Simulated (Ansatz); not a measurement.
SrCl2, DFT, LDA, all-electron LAPW, scalar-relativistic (Ansatz 0.2.0), run on 1 thread of Arm Neoverse V2 on a shared host.

The geometry is COD entry 1541509, unchecked; take it as a test cell. The listed cell was then made from it by scaling, straining or moving an atom.

Command: `ansatz run input.yaml --threads 1 --pin off --max-ram 4096MiB --backend cpu --events-out ev --progress --plain --runs-dir out`

```yaml
crystal:
  lattice:
    - [0.0, 3.5085834542, 3.5085834542]
    - [3.5085834542, 0.0, 3.5085834542]
    - [3.5085834542, 3.5085834542, 0.0]
  atoms:
    - { symbol: Sr, position: [0.0, 0.0, 0.0] }
    - { symbol: Cl, position: [0.25, 0.25, 0.25] }
    - { symbol: Cl, position: [0.75, 0.75, 0.75] }
kpoints:
  mp_grid: { grid: [8, 8, 8] }
  band_path:
    path:
      - [0.0, 0.0, 0.0]
      - [0.5, 0.0, 0.5]
      - [0.625, 0.25, 0.625]
      - [0.375, 0.375, 0.75]
      - [0.0, 0.0, 0.0]
      - [0.5, 0.5, 0.5]
      - [0.5, 0.25, 0.75]
      - [0.5, 0.0, 0.5]
    npoints: 5
scf:
  occupations: { method: fermi_dirac, width: 0.01 }
hamiltonian:
  xc: lda
  pseudopotentials: { kind: all_electron, lapw: { basis_error: 0.001 } }
output:
  forces: true
  stress: true
  eigenvalues: true
```

(1) How large is the problem that the program sets up?

(2) About how long does it take, and how much memory does it use?

Results:

(1) 29 irreducible k-points, 339 plane waves at Γ, 34 bands.

(2) 13 s of wall time for 8 SCF iterations, with a peak of 0.3 GiB. Times on shared machines scatter by tens of per cent.
